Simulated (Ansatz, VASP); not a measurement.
## Two plane-wave programs on CdF2

INCAR

```
SYSTEM = CdF2
PREC = Accurate
ENCUT = 520
EDIFF = 1E-6
ISMEAR = 0
SIGMA = 0.05
LREAL = .FALSE.
LASPH = .TRUE.
NELM = 80
ALGO = Normal
ISIF = 2
LWAVE = .FALSE.
LCHARG = .TRUE.
LELF = .TRUE.
LVHAR = .TRUE.
NBANDS = 20
```

File KPOINTS:

```
Automatic mesh
0
G
  8 8 8
  0 0 0
```

POSCAR

```
CdF2
1.0
    0.0000000000      2.6940000000      2.6940000000
    2.6940000000      0.0000000000      2.6940000000
    2.6940000000      2.6940000000      0.0000000000
Cd F
1 2
Direct
    0.0281281451      0.0281281451      0.0281281451
    0.2500000000      0.2500000000      0.2500000000
    0.7500000000      0.7500000000      0.7500000000
```

Input for Ansatz:

```yaml
crystal:
  lattice:
    - [0.0, 2.694, 2.694]
    - [2.694, 0.0, 2.694]
    - [2.694, 2.694, 0.0]
  atoms:
    - { symbol: Cd, position: [0.0281281451, 0.0281281451, 0.0281281451] }
    - { symbol: F, position: [0.25, 0.25, 0.25] }
    - { symbol: F, position: [0.75, 0.75, 0.75] }
basis:
  ecutwfc: 420
kpoints:
  mp_grid: { grid: [8, 8, 8] }
hamiltonian:
  xc: lda
scf:
  occupations: { method: gaussian, width: 0.05 }
output:
  forces: true
  stress: true
  eigenvalues: true
```

Change from the starting cell: all Cd atoms moved +0.263 Å, as atom 1 along Cartesian [1 1 1].

Alike in both runs: task single point; functional LDA; k mesh 8 × 8 × 8; occupations gaussian, width 0.05 eV; no spin polarisation.

|  | VASP | Ansatz |
| --- | --- | --- |
| version | VASP 6.6.1 | Ansatz 0.2.0 |
| potentials or method | VASP PAW LDA potentials, release 64 (Cd, F) | scalar-relativistic, plane waves, PAW |
| plane-wave cutoff (eV) | 520 | 420 |
| valence electrons in the cell | 26 | 34 |

|  | VASP | Ansatz | Ansatz less VASP |
| --- | --- | --- | --- |
| gap on the k mesh at the Fermi level (eV) | 2.85 | 2.88 | +0.025 |
| least direct gap on the mesh (eV) | 3.32 | 3.34 | +0.013 |
| pressure (GPa) | -0.5 | -1.7 | -1.22 |
| largest component of the traceless stress (GPa) | 2.85 | 2.60 | -0.247 |
| rms of the force components (eV/Å) | 0.792 | 0.705 | -0.0863 |

Atom by atom the forces differ by 0.086 eV/Å (rms over components). The two sets of potentials don't hold the same shells in valence.

Caveats: forces of over 1 eV/Å show positions far from the minimum, so gaps and moduli don't describe the material at rest. A k mesh can miss the band edges.
